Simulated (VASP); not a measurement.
Write the native input for VASP 6.6.1 that does the following.

```
Task                   : relaxation of cell and atoms
Functional             : RPBE
Dispersion             : D3
Potentials or basis    : VASP PAW PBE potentials, release 64 (Sb, Ga_d)
Cutoff                 : 600 eV
k mesh                 : 8 × 8 × 8
Occupations            : fermi-dirac, width 0.05 eV
Spin                   : no spin polarisation
Further INCAR settings : ALGO = Normal; EDIFF = 1e-06; IBRION = 2; EDIFFG = -0.01; NSW = 40; ISIF = 3
```

The structure of GaSb lies in POSCAR:

```
GaSb
1.0
    0.0000000000      3.0590000000      3.0590000000
    3.0590000000      0.0000000000      3.0590000000
    3.0590000000      3.0590000000      0.0000000000
Sb Ga
1 1
Direct
    0.7500000000      0.7500000000      0.7500000000
    0.0000000000      0.0000000000      0.0000000000
```

These files were run (other wordings do the same):

INCAR

```
ALGO = Normal ; EDIFF = 1E-6
EDIFFG = -0.01 ; ENCUT = 600
GGA = RP ; IBRION = 2
ISIF = 3 ; ISMEAR = -1
IVDW = 11 ; LASPH = True
LCHARG = False ; LREAL = False
LWAVE = False ; NELM = 80
NSW = 40 ; PREC = Accurate
SIGMA = 0.05
```

KPOINTS

```
k-points
0
Gamma
  8 8 8
```

Potentials or basis: VASP PAW PBE potentials, release 64 (Sb, Ga_d).

The run is started by

```bash
$ cat potpaw_PBE.64/Sb/POTCAR potpaw_PBE.64/Ga_d/POTCAR > POTCAR
$ mpirun -np 1 vasp_std > vasp.out
```

It gave:

```json
{
  "Relaxed volume": "29.60 Å³/atom",
  "Relaxed cell": "a = 4.375 Å, b = 4.375 Å, c = 4.375 Å, α = 60.00°, β = 60.00°, γ = 60.00°",
  "Space group after relaxing (to 0.05 Å)": "F-43m (No. 216)",
  "Energy gained by relaxing": "4.9 meV/atom",
  "Ionic steps": "3",
  "Pressure after relaxing": "0.0 GPa",
  "Band gap on the k mesh": "none (metal or under the smearing width)",
  "Dispersion energy per atom": "-0.334 eV"
}
```

Caveat: the PAW data sets were made with another functional, which shifts forces and pressure a little; pairwise dispersion overbinds metals, which lowers pressure and volume; this crystal is a semiconductor, whose small gap the functional closes, so the metal is an error of the method.

It took 2.5 min on 1 thread of AMD EPYC 7571, with other jobs on the host, peak memory 0.19 GiB.
